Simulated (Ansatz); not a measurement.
Reactions of `CCCOC(=O)CCCl`.

Calculated with Ansatz (gas phase, PBE0-D4/def2-TZVP geometries, no zero-point term in ΔE). CBS: MP2 limit from def2 TZ/QZ plus the TZ coupled-cluster correction, frozen cores. This one scheme is used for every species. DFT in def2-TZVPP. One conformer a species, not always the lowest.

```csv
reaction,CCSD/CBS(def2) (kJ/mol),HF/CBS(def2) (kJ/mol),r2SCAN-D4 (kJ/mol),CCSD(T)/CBS(def2) (kJ/mol)
`CCCOC(=O)CCCl` + `CCCCO` → `CCCCOC(=O)CCCl` + `CCCO`,2,6,0,1
`CCCOC(=O)CCCl` + `CCC` → `CCCCOC(=O)CCCl` + `CC`,2,7,1,1
`CCCOC(=O)CCCl` + `CCC` → `CC(C)COC(=O)CCCl` + `CC`,-1,7,-2,-3
`CCCOC(=O)CCCl` + `CC(C)CO` → `CC(C)COC(=O)CCCl` + `CCCO`,4,5,5,4
`CCCOC(=O)CCCl` + `CC` → `CCCCOC(=O)CCCl` + CH₄,-6,3,-8,-8
```

Largest T1 diagnostic: 0.012, for `CCCOC(=O)CCCl`.
